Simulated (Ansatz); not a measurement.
## BaHfO₃ (Pm-3m) at 3 levels of theory

One geometry, relaxed with PBE; plane waves with PAW potentials in Ansatz, scalar-relativistic. No spin polarisation. Gaps are the least over mesh and band path; pressure is positive in compression, and isn't given for hybrids.

```
Ba Hf O
1.0
     4.20612    0.00000    0.00000
     0.00000    4.20612    0.00000
     0.00000    0.00000    4.20612
Ba Hf O
1 1 3
Direct
  0.50000 0.50000 0.50000
  0.00000 0.00000 0.00000
  0.00000 0.50000 0.00000
  0.50000 0.00000 0.00000
  0.00000 0.00000 0.50000
```

```json
{"level": "PBE", "cutoff (eV)": "420", "k mesh": "6×6×6", "gap (eV)": "3.62", "pressure (GPa)": "0.0"}
{"level": "HSE06", "cutoff (eV)": "420", "k mesh": "4×4×4", "gap (eV)": "5.13", "pressure (GPa)": "-"}
{"level": "PBEsol", "cutoff (eV)": "420", "k mesh": "6×6×6", "gap (eV)": "3.52", "pressure (GPa)": "-5.5"}
```

Spin-orbit coupling matters for the bands of heavy elements and is left out.

It was relaxed from a Materials Project cell.
